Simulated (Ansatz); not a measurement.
Crystal: TiCo.

```xyz
2
Lattice="2.9861 0.0000 0.0000 0.0000 2.9861 0.0000 0.0000 0.0000 2.9861" Properties=species:S:1:pos:R:3 pbc="T T T"
Co    1.4931    1.4931    1.4931
Ti    0.0000    0.0000    0.0000
```

The cell comes from a database or a generator and needn't be the stable form of this composition.

* Program: Ansatz 0.2.0
* Task: relaxation of cell and atoms
* Functional: LDA
* Potentials or basis: all-electron LAPW, scalar-relativistic
* Basis error allowed: 0.001 eV/atom
* k mesh: 9 × 9 × 9
* Occupations: fermi-dirac, width 0.05 eV
* Spin: collinear spin, ferromagnetic start
* Starting moments: [2.0, 1.0] μB

At the start: volume 13.31 Å³/atom.

Question: Where does the relaxation end?

Answer: Over 5 steps the energy falls by 53.5 meV/atom and the volume is 12.23 Å³/atom (-8.1 %); space group Pm-3m (No. 221, to 0.05 Å); moment 0.42 μB per cell.

Step by step:
```tsv
step	energy change (eV)	largest force (eV/Å)	volume (Å³)
1	0.0000	0.0000	26.63
2	-0.1069	0.0000	24.42
3	-0.1069	0.0000	24.47
4	-0.1069	0.0000	24.47
5	-0.1069	0.0000	24.47
```

Final structure:
```cif
data_structure
_symmetry_space_group_name_H-M 'P 1'
_symmetry_Int_Tables_number 1
_cell_length_a 2.9031
_cell_length_b 2.9031
_cell_length_c 2.9031
_cell_angle_alpha 90.000
_cell_angle_beta 90.000
_cell_angle_gamma 90.000
_cell_volume 24.47
loop_
_atom_site_label
_atom_site_type_symbol
_atom_site_fract_x
_atom_site_fract_y
_atom_site_fract_z
_atom_site_occupancy
Co1 Co 0.50000 0.50000 0.50000 1
Ti1 Ti 0.00000 0.00000 0.00000 1
```
